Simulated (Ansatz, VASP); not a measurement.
## Al2O3 (Corundum): VASP beside Ansatz

```
Al O
1.0
     2.38025    1.37424    4.33187
    -2.38025    1.37424    4.33187
     0.00000   -2.74848    4.33187
Al O
4 6
Cartesian
  0.0000 0.0000 4.5755
  0.0000 0.0000 1.9223
  0.0000 0.0000 8.4201
  0.0000 0.0000 11.0733
  -0.9213 1.3742 7.5808
  -0.7295 -1.4850 7.5808
  1.6508 0.1108 7.5808
  0.9213 -1.3742 5.4148
  0.7295 1.4850 5.4148
  -1.6508 -0.1108 5.4148
```

Alike in both runs: functional PBE; k mesh 5 × 5 × 5; occupations fermi-dirac, width 0.02 eV; no spin polarisation.

Ansatz relaxed the structure, and its values are those at the end. VASP's run is a single point on that final structure, the one shown.

```csv
,VASP,Ansatz
version,VASP 6.6.1,Ansatz 0.2.0
potentials or method,"VASP PAW PBE potentials, release 64 (Al, O)","plane-wave PAW, scalar-relativistic"
plane-wave cutoff (eV),520,420
valence electrons in the cell,48,48
```

VASP gave:

* gap on the k mesh at the Fermi level (eV): 6.22
* pressure (GPa): 7.2

Question: Estimate Ansatz's values.

Answer: gap on the k mesh at the Fermi level (eV): 6.22; pressure (GPa): 7.4.

With one functional, cell and mesh, what is left measures potentials, basis and numerics. Ansatz warned: «stress_scf_threshold_loose».

Expect the measured gap to be larger: semilocal functionals such as PBE lack the derivative discontinuity.
